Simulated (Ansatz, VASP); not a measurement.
**Two plane-wave programs on Ni**

```
CELL_PARAMETERS angstrom
0.00000 1.72399 1.72399
1.72399 0.00000 1.72399
1.72399 1.72399 0.00000
ATOMIC_POSITIONS crystal
Ni 0.00000 0.00000 0.00000
```

Change from the starting cell: volume scaled by 0.9405, PAW files.

Alike in both runs: task electric field gradients; functional PBE; k mesh 18 × 18 × 18; occupations fermi-dirac, width 0.08 eV; collinear spin.

```csv
,VASP,Ansatz
version,VASP 6.6.1,Ansatz 0.2.0
potentials or method,"VASP PAW PBE potentials, release 64 (Ni)","PAW with Ansatz's default frozen-core files, scalar-relativistic"
plane-wave cutoff (eV),520,420
valence electrons in the cell,10,18
```

```csv
,VASP,Ansatz,Ansatz less VASP
pressure (GPa),13.9,14.2,+0.27
net moment per atom (μB),0.60,0.61,+0.007
size of the moment on the site where the two differ most (μB),0.61,0.65,+0.037
Vzz of the field gradient on the site that differs most (V/Å²),0.0,0.0,0.00
```

Site moments also hang on the region over which each program counts them. The two sets of potentials don't hold the same shells in valence.
